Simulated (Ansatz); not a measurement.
Born–Oppenheimer molecular dynamics of a periodic cell of 36 atoms, Be (start crystal Be, start structure hcp, volume 1.1 times the crystal's). It goes on from the last frame of an earlier run, with new velocities.

These are results of Ansatz 0.2.0, DFT PBE, scalar-relativistic, plane waves, PAW, not measurements. Settings: cutoff 420 eV, k mesh 2x2x2, fermi-dirac smearing 0.17 eV, no spin polarisation.

* ensemble: NVE (velocity Verlet)
* time step: 1 fs
* steps asked: 140
* starting velocities drawn for: 1200 K
* seed: 661753

First frame:

```xyz
36
Lattice="7.0918 0.0000 0.0000 -3.5459 6.1416 0.0000 0.0000 0.0000 7.4085" Properties=species:S:1:pos:R:3
Be -0.128 -0.639 -0.343
Be 0.207 0.699 2.099
Be 0.205 -0.269 3.864
Be 0.279 0.786 5.531
Be -1.389 1.879 -0.110
Be -0.898 3.166 1.969
Be -0.800 1.560 3.778
Be -1.105 2.693 5.526
Be -2.308 3.755 0.081
Be -1.991 5.191 1.694
Be -2.316 3.901 3.902
Be -1.889 5.109 5.517
Be 2.693 -0.543 -0.083
Be 2.233 1.122 1.688
Be 2.468 -0.084 3.440
Be 2.725 0.626 5.337
Be 1.058 1.813 -0.073
Be 1.340 3.078 2.054
Be 1.363 1.711 3.726
Be 0.947 3.023 5.308
Be 0.219 3.552 -0.284
Be 0.035 4.988 2.076
Be -0.057 3.907 3.683
Be 0.013 5.000 5.689
Be 5.057 -0.599 0.136
Be 4.912 1.075 2.012
Be 4.978 -0.169 3.865
Be 4.599 1.067 5.830
Be 3.659 1.797 0.327
Be 3.908 3.077 2.191
Be 3.969 1.614 3.826
Be 3.869 3.037 6.043
Be 2.418 3.549 0.182
Be 2.552 5.239 1.733
Be 2.364 4.094 3.880
Be 2.596 5.101 5.423
```

What does the run give?

The run went to its last step.

```
steps done                                               : 140
time covered                                             : 140 fs
mean temperature over the second half                    : 1570 K
spread of the potential energy over the second half      : 17.2 meV per atom
mean potential energy of the second half above the start : -46.5 meV per atom
```

The conserved energy stayed within 0.18 meV per atom of its start (net change -0.11 meV per atom), so the integration is sound. The system heated up, since it started high on the potential surface and ran downhill. A run of 0.14 ps of so small a system gives no equilibrium averages. Limits of this set-up: coarse k mesh.

What happens to the structure?

Mean squared displacements from the first frame to the last, about the centre of mass: Be 0.18 Å². Another seed would give other details.

How do temperature and energy run in time?


```tsv
time (fs)	T (K)	potential energy less start (eV)	conserved less start (meV/atom)
0.0	1200	0.000	0.00
11.0	1698	-2.254	-0.09
22.0	2028	-3.752	-0.12
33.0	1590	-1.768	-0.05
44.0	1290	-0.406	-0.02
55.0	1562	-1.642	-0.09
66.0	1560	-1.630	-0.05
77.0	1614	-1.876	-0.08
88.0	1751	-2.495	-0.07
99.0	1597	-1.798	-0.10
110.0	1411	-0.957	-0.04
121.0	1558	-1.625	-0.11
132.0	1448	-1.123	-0.04
```

Run time: 8.8 min on 1 thread of AMD EPYC 9R14 (Zen 4), on a shared host, peak memory 0.72 GiB.
